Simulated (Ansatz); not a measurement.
Fe3Ge:

```
Ge Fe
1.0
     3.66050    0.00000    0.00000
     0.00000    3.66050    0.00000
     0.00000    0.00000    3.66050
Ge Fe
1 3
Cartesian
  0.0000 0.0000 0.0000
  1.8303 0.0000 1.8303
  1.8303 1.8303 0.0000
  0.0000 1.8303 1.8303
```

The cell comes from a database or a generator and needn't be the stable form of this composition.

Program: Ansatz 0.2.0. Alike in all runs: task single point; level PBEsol; potentials or basis Ansatz PAW; cell as given; cutoff (eV) 420; smearing fermi-dirac 0.05 eV. Hardware: 2 threads of Arm Neoverse N1, with other jobs on the host.

Question: Order these runs on this cell by their wall time, lowest first.
A. spin off; k mesh 7 × 7 × 7
B. spin non-collinear, random start; k mesh 5 × 5 × 5
C. spin collinear, ferrimagnetic start; k mesh 7 × 7 × 7
D. spin collinear, ferromagnetic start; k mesh 7 × 7 × 7

Answer: A (2.5 s), D (8.9 s), C (18 s), B (66 s).

Caveats: the starting moments weren't kept (some runs).
